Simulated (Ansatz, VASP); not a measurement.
# Ir in VASP and in Ansatz

```
Ir
1.0
    12.23846    0.00000    0.00000
     0.00000    2.23343    0.00000
     0.00000    0.00000    7.19300
Ir
2
Direct
  0.25000 0.00000 0.16399
  0.75000 0.00000 0.83601
```

This isn't the form of Ir at room conditions, which is fcc.

Alike in both runs: task single point; functional PBEsol; k mesh 2 × 8 × 3; occupations fermi-dirac, width 0.1 eV; no spin polarisation.

|  | VASP | Ansatz |
| --- | --- | --- |
| version | VASP 6.6.1 | Ansatz 0.2.0 |
| potentials or method | VASP PAW PBE potentials, release 64 (Ir) | plane waves, PAW |
| plane-wave cutoff (eV) | 520 | 420 |
| valence electrons in the cell | 18 | 34 |

|  | VASP | Ansatz | Ansatz less VASP |
| --- | --- | --- | --- |
| pressure (GPa) | 1.1 | 1.1 | -0.02 |
| largest component of the traceless stress (GPa) | 2.18 | 2.13 | -0.057 |

The two sets of potentials don't hold the same shells in valence.

Caveats: the PAW data sets were made with another functional, which shifts forces and pressure a little (VASP). Spin-orbit coupling is left out, which matters for the levels of Ir.
